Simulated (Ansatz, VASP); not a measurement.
One calculation of Be, two programs

INCAR

```
SYSTEM = Be
  PREC = Accurate
  ENCUT = 520
  EDIFF = 1E-7
  ISMEAR = -1
  SIGMA = 0.05
  LREAL = .FALSE.
  LASPH = .TRUE.
  NELM = 80
  ALGO = Normal
  ISIF = 2
  LWAVE = .FALSE.
  LCHARG = .FALSE.
  GGA = PE
  NBANDS = 7
```

KPOINTS

```
regular mesh
0
G
  12 12 13
  0 0 0
```

The input POSCAR:

```
Be
1.0
    2.2327400000      0.0000000000      0.0000000000
    0.0000000000      2.2327400000      0.0000000000
    0.0000000000      0.0000000000      2.0656500000
Be
1
Direct
    0.5000000000      0.5000000000      0.0000000000
```

Contents of input.yaml:

```yaml
crystal:
  lattice:
    - [2.23274, 0.0, 0.0]
    - [0.0, 2.23274, 0.0]
    - [0.0, 0.0, 2.06565]
  atoms:
    - { symbol: Be, position: [0.5, 0.5, 0.0] }
hamiltonian:
  xc: pbe
  pseudopotentials: { kind: paw }
kpoints:
  mp_grid: { grid: [12, 12, 13] }
scf:
  occupations: { method: fermi_dirac, width: 0.05 }
output:
  forces: true
  stress: true
  eigenvalues: true
```

The cell was built by a generator and needn't be a form met in nature.

Alike in both runs: task single point; functional PBE; k mesh 12 × 12 × 13; occupations fermi-dirac, width 0.05 eV; no spin polarisation.

|  | VASP | Ansatz |
| --- | --- | --- |
| version | VASP 6.6.1 | Ansatz 0.2.0 |
| potentials or method | VASP PAW PBE potentials, release 64 (Be) | Ansatz PAW |
| plane-wave cutoff (eV) | 520 | 420 |
| valence electrons in the cell | 2 | 2 |

```csv
,VASP,Ansatz,Ansatz less VASP
gap on the k mesh at the Fermi level (eV),none,none,-
pressure (GPa),0.2,0.1,-0.07
largest component of the traceless stress (GPa),1.15,1.24,+0.089
```

A gap of «none» marks a metal or a gap that the smearing closes.
